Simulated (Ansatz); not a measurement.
# Doping SnSe for thermoelectric use — Ansatz, plane waves and PAW

Space group Fm-3m (No. 225), 2 atoms in the cell of the first input below: a = 4.257 Å, b = 4.257 Å, c = 4.257 Å, α = 60.00°, β = 60.00°, γ = 60.00°.

The structure is a measured one, not always of the ambient phase, taken without relaxation (pressure -1.8 GPa with this functional, without spin–orbit coupling). Functional: PBEsol.

Spin–orbit coupling is left out. Kohn–Sham gap between the band edges found on a fine mesh: 0.19 eV.

Band masses are left out, as an edge found on the mesh is not an exact extremum.

The states of the whole zone with their velocity products:

```yaml
crystal:
  lattice:
    - [0.0, 3.0099999632, 3.0099999632]
    - [3.0099999632, 0.0, 3.0099999632]
    - [3.0099999632, 3.0099999632, 0.0]
  atoms:
    - { symbol: Sn, position: [0.0, 0.0, 0.0] }
    - { symbol: Se, position: [0.5, 0.5, 0.5] }
basis:
  ecutwfc: 420
  ecutrho_ratio: 4
kpoints:
  mp_grid: { grid: [10, 10, 10] }
hamiltonian:
  xc: pbesol
scf:
  occupations: { method: gaussian, width: 0.05 }
output:
  forces: true
  stress: true
  eigenvalues: true
  states_by_energy: { minimum_broadening: 0.025 }
```

```bash
ansatz run input.yaml --threads 4 --pin off --max-ram 9216MiB --backend cpu --events-out ev --progress --plain --runs-dir out
```

Time: 2.4 min on 4 threads of AMD EPYC (Zen 3) (shared host), peak memory 1.3 GiB.

From that table, at a constant relaxation time τ with Fermi–Dirac weights and rigid bands:

| T (K) | doping (cm⁻³) | μ − E_F (eV) | σ_xx/τ (10²⁰/Ω m s) | S_xx (μV/K) | Lorenz (10⁻⁸ V²/K²) | ħω_p,xx (eV) |
| --- | --- | --- | --- | --- | --- | --- |
| 300 | n 1e20 | 0.078 | 0.336 | -63 | 2.26 | 1.282 |
| 300 | p 1e20 | -0.154 | 0.301 | 69 | 2.48 | 1.214 |
| 300 | n 1e21 | 0.353 | 1.31 | -24 | 2.44 | 2.530 |
| 300 | p 1e21 | -0.356 | 1.53 | 42 | 2.26 | 2.733 |
| 600 | n 1e21 | 0.342 | 1.29 | -51 | 2.46 | 2.514 |
| 600 | p 1e21 | -0.345 | 1.45 | 76 | 2.10 | 2.666 |
| 900 | n 1e21 | 0.323 | 1.27 | -78 | 2.52 | 2.489 |
| 900 | p 1e21 | -0.326 | 1.37 | 101 | 2.09 | 2.593 |

10 rows with a Lorenz number over 3 are left out: with so small an uncorrected gap, carriers of both signs are excited across it there.

Question: Which of the dopings listed at 300 K has the largest power factor S²σ/τ along x?

Answer: n 1e20: 1.3, p 1e20: 1.4, n 1e21: 0.75, p 1e21: 2.7 (10¹¹ W/m K² s), so p 1e21 cm⁻³, if τ is the same for all.

Caveats: melting, decomposition and changes of phase at these temperatures weren't checked; no scattering is computed, and the gap isn't corrected; no spin-orbit coupling, which matters for these elements; spin–orbit coupling, left out, splits the Se p valence bands by some tenths of an eV, so hole masses, degeneracies and p rows are those of the unsplit bands.

At the higher doping, holes give both the larger Seebeck coefficient and the larger σ/τ at every listed temperature. At 300 K, going from the lower to the higher doping reduces |S| for both carrier types, as expected when the chemical potential moves deeper into a band. For holes the gain in conductivity outweighs this loss, while for electrons it doesn't.

The likely reason is the valence-band structure typical of rocksalt IV–VI compounds. Beyond the pockets at L, further maxima along Σ are reached as the hole density rises, adding carriers and keeping the transport function steep in energy. Weaker compensation by minority electrons probably also helps to sustain S at the higher hole density. The rise of |S| with temperature at fixed doping is the normal behaviour of a degenerate conductor.

These results belong to cubic SnSe and can't be carried over to the layered orthorhombic phase behind the material's thermoelectric reputation, whose lone-pair distortion opens a wider gap and makes transport strongly anisotropic.
